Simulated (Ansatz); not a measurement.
# Br: the cost of one run

Program: Ansatz 0.2.0. Level of theory: DFT PBE, scalar-relativistic, plane waves, PAW. These are calculated values, not measurements.

**1. Starting point**

The structure is orthorhombic, space group Immm (No. 71). Conventional cell: a = 2.574 Å, b = 3.440 Å, c = 7.156 Å, α = 90.00°, β = 90.00°, γ = 90.00°. Around Br (site symmetry mmm) lie 2 Br at 2.57 Å.

Structure file:

```
Br
1.0
    -1.28677    1.72000    3.57799
     1.28677   -1.72000    3.57799
     1.28677    1.72000   -3.57799
Br
1
Direct
  0.00000 0.00000 0.00000
```

The structure comes from the Materials Project (structure only).

**2. A change within a subgroup**

The change: strain xx, yy, zz, yz, xz, xy = +2.3, -8.4, -1.1, +0.0, +0.0, -4.5 %.

Input file input.yaml:

```yaml
crystal:
  lattice:
    - [-1.3944134773, 1.6335625245, 3.5371662809]
    - [1.3944134773, -1.6335625245, 3.5371662809]
    - [1.2381345317, 1.5166467472, -3.5371662809]
  atoms:
    - { symbol: Br, position: [0.0, 0.0, 0.0] }
basis:
  ecutwfc: 420
kpoints:
  mp_grid: { grid: [18, 18, 18] }
hamiltonian:
  xc: pbe
scf:
  occupations: { method: gaussian, width: 0.1 }
output:
  forces: true
  stress: true
  eigenvalues: true
```

Q: Estimate wall time and peak memory on 1 thread of an Arm CPU, shared host.

About 17 s, with a peak of 0.64 GiB.
